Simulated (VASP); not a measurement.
Crystal: SnS.

```
Sn S
1.0
    11.20000    0.00000    0.00000
     0.00000    3.98700    0.00000
     0.00000    0.00000    4.33400
Sn S
4 4
Cartesian
  1.3373 0.9968 0.5192
  4.2627 2.9903 2.6862
  6.9373 0.9968 1.6478
  9.8627 2.9903 3.8148
  9.5290 0.9968 2.0773
  7.2710 2.9903 4.2443
  3.9290 0.9968 0.0897
  1.6710 2.9903 2.2567
```

- Program: VASP 6.6.1
- Task: relaxation of cell and atoms
- Functional: PBEsol
- Potentials or basis: VASP PAW PBE potentials, release 64 (Sn_d, S)
- Cutoff: 600 eV
- k mesh: 4 × 8 × 6
- Occupations: gaussian, width 0.03 eV
- Spin: no spin polarisation

At the start: pressure -0.8 GPa; volume 24.19 Å³/atom.

Task: How do energy, volume and symmetry change on relaxing?

Result: Over 17 steps the energy falls by 3.3 meV/atom and the volume is 23.42 Å³/atom (-3.2 %); space group Pnma (No. 62, to 0.05 Å).

The path:
| step | energy change (eV) | largest force (eV/Å) | pressure (GPa) | volume (Å³) |
| --- | --- | --- | --- | --- |
| 1 | 0.0000 | 0.0741 | -0.79 | 193.53 |
| 2 | -0.0097 | 0.1417 | 0.13 | 190.21 |
| 3 | -0.0097 | 0.1445 | 0.17 | 190.10 |
| 4 | -0.0166 | 0.0946 | 0.11 | 189.32 |
| 5 | -0.0225 | 0.0337 | 0.02 | 187.85 |
| 6 | -0.0226 | 0.0383 | 0.03 | 187.65 |
| 7 | -0.0247 | 0.0292 | -0.04 | 187.49 |
| 8 | -0.0246 | 0.0292 | -0.03 | 187.48 |
| 9 | -0.0254 | 0.0155 | 0.05 | 187.24 |
| 10 | -0.0255 | 0.0152 | 0.09 | 187.09 |
| 11 | -0.0257 | 0.0241 | -0.09 | 187.58 |
| 12 | -0.0258 | 0.0208 | -0.02 | 187.43 |
| 13 | -0.0258 | 0.0204 | -0.05 | 187.45 |
| 14 | -0.0259 | 0.0183 | -0.02 | 187.43 |
| 15 | -0.0260 | 0.0166 | -0.01 | 187.41 |
| 16 | -0.0262 | 0.0091 | 0.02 | 187.33 |
| 17 | -0.0262 | 0.0094 | -0.01 | 187.35 |

Final structure:
```
CELL_PARAMETERS angstrom
11.08297 0.00000 0.00000
0.00000 3.98446 0.00000
0.00000 0.00000 4.24249
ATOMIC_POSITIONS crystal
Sn 0.11831 0.25000 0.11342
Sn 0.38169 0.75000 0.61342
Sn 0.61831 0.25000 0.38658
Sn 0.88169 0.75000 0.88658
S 0.85349 0.25000 0.47308
S 0.64651 0.75000 0.97308
S 0.35349 0.25000 0.02692
S 0.14651 0.75000 0.52692
```

Caveat: the PAW data sets were made with another functional, which shifts forces and pressure a little.
